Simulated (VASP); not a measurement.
Set up this calculation in VASP 6.6.1, as the native input.

| Quantity | Value |
| --- | --- |
| Task | relaxation of cell and atoms |
| Functional | PBE |
| Potentials or basis | VASP PAW PBE potentials, release 64 (Ga_d, N) |
| Cutoff | 600 eV |
| k mesh | 10 × 10 × 10 |
| Occupations | gaussian, width 0.03 eV |
| Spin | no spin polarisation |
| Further INCAR settings | ALGO = Normal; EDIFF = 1e-06; IBRION = 2; EDIFFG = -0.01; NSW = 90; ISIF = 3 |

The structure of GaN lies in POSCAR:

```
GaN
1.0
    0.0000000000      2.2535006100      2.2535006100
    2.2535006100      0.0000000000      2.2535006100
    2.2535006100      2.2535006100      0.0000000000
Ga N
1 1
Direct
    0.0000000000      0.0000000000      0.0000000000
    0.7500000000      0.7500000000      0.7500000000
```

The cell is a database's computed one.

The input as run:

INCAR

```
SYSTEM = GaN
  ALGO = Normal
  EDIFF = 1E-6
  EDIFFG = -0.01
  ENCUT = 600
  GGA = PE
  IBRION = 2
  ISIF = 3
  ISMEAR = 0
  LASPH = .TRUE.
  LCHARG = .FALSE.
  LREAL = .FALSE.
  LWAVE = .FALSE.
  NELM = 80
  NSW = 90
  PREC = Accurate
  SIGMA = 0.03
```

KPOINTS

```
k-points
0
G
  10 10 10
  0 0 0
```

Potentials or basis: VASP PAW PBE potentials, release 64 (Ga_d, N).

The run is started by

```sh
$ cat potpaw_PBE.64/Ga_d/POTCAR potpaw_PBE.64/N/POTCAR > POTCAR
$ mpirun -np 1 vasp_std > vasp.out
```

It gave:

```yaml
Relaxed_volume: 11.76 Å³/atom
Relaxed_cell: a = 3.216 Å, b = 3.216 Å, c = 3.216 Å, α = 60.00°, β = 60.00°, γ = 60.00°
Space_group_after_relaxing_to_0.05_Å: F-43m (No. 216)
Energy_gained_by_relaxing: 4.7 meV/atom
Ionic_steps: 3
Pressure_after_relaxing: -0.1 GPa
Band_gap_on_the_k_mesh: 1.55 eV, direct
```

It took 43 s on 1 thread of Intel(R) Xeon(R) Platinum 8488C (Sapphire Rapids), on a shared host, peak memory 0.18 GiB.
